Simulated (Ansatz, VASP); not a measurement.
Given: the input of a run of VASP 6.6.1 on Cr.

The input INCAR:

```
SYSTEM = Cr
PREC = Accurate ; ENCUT = 520
EDIFF = 1E-6 ; ISMEAR = -1
SIGMA = 0.05 ; LREAL = .FALSE.
LASPH = .TRUE. ; NELM = 150
ALGO = Normal ; ISIF = 2
LWAVE = .FALSE. ; LCHARG = .FALSE.
ISPIN = 2 ; MAGMOM = 3 3
LORBIT = 11 ; LMAXMIX = 4
GGA = PS ; NBANDS = 23
```

KPOINTS

```
regular mesh
0
G
  11 11 6
  0 0 0
```

Contents of POSCAR:

```
Cr
1.0
    2.6957846861      0.0000000000      0.0000000000
   -1.3478923430      2.3346180213      0.0000000000
    0.0000000000      0.0000000000      4.3804017928
Cr
2
Direct
    0.6666666667      0.3333333333      0.7500000000
    0.3333333333      0.6666666667      0.2500000000
```

Potentials or basis: VASP PAW PBE potentials, release 64 (Cr_pv).

Command:

```sh
$ cat potpaw_PBE.64/Cr_pv/POTCAR > POTCAR
$ mpirun -np 1 vasp_std > vasp.out
```

Set up the same calculation for Ansatz 0.2.0. Potentials there: all-electron LAPW, scalar-relativistic.

As run (the cutoff follows the program's own potentials):

The input input.yaml:

```yaml
crystal:
  lattice:
    - [2.6957846861, 0.0, 0.0]
    - [-1.347892343, 2.3346180213, 0.0]
    - [0.0, 0.0, 4.3804017928]
  atoms:
    - { symbol: Cr, position: [0.6666666667, 0.3333333333, 0.75], spin: 3.0 }
    - { symbol: Cr, position: [0.3333333333, 0.6666666667, 0.25], spin: 3.0 }
kpoints:
  mp_grid: { grid: [11, 11, 6] }
scf:
  occupations: { method: fermi_dirac, width: 0.05 }
hamiltonian:
  xc: pbesol
  pseudopotentials: { kind: all_electron, lapw: { basis_error: 0.0005 } }
magnetization:
  spin_polarized: true
output:
  forces: true
  stress: true
  eigenvalues: true
```

Potentials or basis: all-electron LAPW, scalar-relativistic.

Launch:

```bash
$ ansatz run input.yaml --threads 2 --pin off --max-ram 6144MiB --backend cpu --events-out ev --progress --plain --runs-dir out
```

Both were run:

|  | VASP | Ansatz | Ansatz less VASP |
| --- | --- | --- | --- |
| gap on the k mesh at the Fermi level (eV) | none | none | - |
| pressure (GPa) | -30.5 | -30.5 | +0.06 |
| largest component of the traceless stress (GPa) | 3.60 | 3.85 | +0.252 |
| net moment per atom (μB) | 0.77 | 0.75 | -0.020 |
| size of the moment on the site where the two differ most (μB) | 0.71 | 0.72 | +0.008 |

Site moments also hang on the region over which each program counts them. A gap of «none» marks a metal or a gap that the smearing closes. Ansatz ran all-electron here, so the differences hold the error of VASP's frozen core and of both bases.

Caveats: the cell as given lies far from equilibrium (VASP); so large a pressure means that the cell lies far from this level's equilibrium, or that cutoff or potentials fall short (VASP); the potentials were made for another functional, which shifts forces and pressure (VASP).
